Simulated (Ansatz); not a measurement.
# NaCl: a line through an energy map

The task here is to estimate one member of a computed series from the others.

Computed with Ansatz 0.2.0 (DFT LDA, scalar-relativistic, plane waves, PAW, unless a step's input says otherwise).

1 further run of the same task is left out (set aside as unsound or not needed).

## Starting point

The structure is cubic, space group Pm-3m (No. 221). The conventional cell has a = 3.370 Å, b = 3.370 Å, c = 3.370 Å, α = 90.00°, β = 90.00°, γ = 90.00°. Na (site symmetry m-3m) has 8 Cl at 2.92 Å as nearest neighbours. Around Cl (site symmetry m-3m) lie 8 Na at 2.92 Å.

Structure file:

```cif
data_structure
_symmetry_space_group_name_H-M 'Pm-3m'
_symmetry_Int_Tables_number 221
_cell_length_a 3.3697
_cell_length_b 3.3697
_cell_length_c 3.3697
_cell_angle_alpha 90.000
_cell_angle_beta 90.000
_cell_angle_gamma 90.000
_cell_volume 38.26
loop_
_atom_site_label
_atom_site_type_symbol
_atom_site_symmetry_multiplicity
_atom_site_Wyckoff_symbol
_atom_site_fract_x
_atom_site_fract_y
_atom_site_fract_z
_atom_site_occupancy
Na1 Na 1 a 0.00000 0.00000 0.00000 1
Cl1 Cl 1 b 0.50000 0.50000 0.50000 1
```

It goes back to an entry of the Materials Project, which need not be the stable form.

It is the result of an earlier relaxation at this level (volume 19.13 Å³/atom; gap on the mesh: 4.00 eV).

## Plan of the line

The energy is mapped over two homogeneous strains (x along [1 0 0], y along [0 1 0], z along [0 0 1] of the conventional cell).

First coordinate, strain +e along x and -e along y: 9 values from −15.00 %. Second coordinate, strain +e along z and -e/2 along x and y: 9 values from −4 to 4 %.

Nothing else is relaxed (symmetry fixes all fractional coordinates). Energies count from the relaxed crystal. Points are written as (first, second).

The first run:

input.yaml reads:

```yaml
crystal:
  lattice:
    - [3.0580154695, 0.0, 0.0]
    - [0.0, 3.8162011231, 0.0]
    - [0.0, 0.0, 3.2349254554]
  atoms:
    - { symbol: Na, position: [0.0, 0.0, 0.0] }
    - { symbol: Cl, position: [0.5, 0.5, 0.5] }
basis:
  ecutwfc: 340.0
kpoints:
  mp_grid: { grid: [8, 8, 8] }
hamiltonian:
  xc: lda
scf:
  occupations: { method: gaussian, width: 0.05 }
output:
  forces: true
  stress: true
  eigenvalues: true
```

Run with:

```console
$ ansatz run input.yaml --threads 1 --pin off --max-ram 2048MiB --backend cpu --events-out ev --progress --plain --runs-dir out
```

Among the steps run: The run at (−11.25 %, −4 %); The run at (−11.25 %, −3 %); Point (−11.25 %, −2 %); Grid point (−11.25 %, −1 %); Grid point (−11.25 %, 0 %); Grid point (−11.25 %, 1 %); Grid point (−11.25 %, 2 %); Grid point (−11.25 %, 3 %); Grid point (−11.25 %, 4 %).

One table of the session follows, with a row left open; its other results are not shown here.

| strain +e along z and -e/2 along x and y (%) | energy (meV/atom) | slope (meV/atom per %) | pressure (GPa) | band gap on the k-mesh (eV) |
| --- | --- | --- | --- | --- |
| −4 | 144 | −3.3 | 1.60 | 2.47 |
| −3 | 141 | −1.2 | 1.60 | 2.45 |
| −2 | 141 | 0.8 | 1.63 | 2.42 |
| −1 | ? | ? | ? | ? |
| 0 | 147 | 4.6 | 1.76 | 2.35 |
| 1 | 152 | 6.5 | 1.86 | 2.30 |
| 2 | 160 | 8.3 | 1.98 | 2.24 |
| 3 | 169 | 10.1 | 2.13 | 2.17 |
| 4 | 180 | 12.0 | 2.30 | 2.09 |

**Question.** Estimate the row for strain +e along z and -e/2 along x and y (%) = −1.

Worked estimate for «energy (meV/atom)». A straight line through the neighbours (−2, 141) and (0, 147) gives 141 + (147 − 141) × (−1 − −2) / (0 − −2) = 144; a parabola fitted to 4 rows on both sides gives 143.

As computed: energy (meV/atom): 143; slope (meV/atom per %): 2.7; pressure (GPa): 1.68; band gap on the k-mesh (eV): 2.39. In «energy (meV/atom)» the line misses by +1 and the parabola by +0.

Energies count from the relaxed crystal.

What this shows: Along the line the energy is lowest at −2 %, 141 meV/atom from the zero. The highest point computed, at 4 %, lies 39 meV/atom above the lowest. The cutoff or the k-mesh is coarse on purpose, so the map is rough. The settings are coarse, so take the values as rough.

Limits of these values: Warnings in the runs' records: cutoff below recommended.
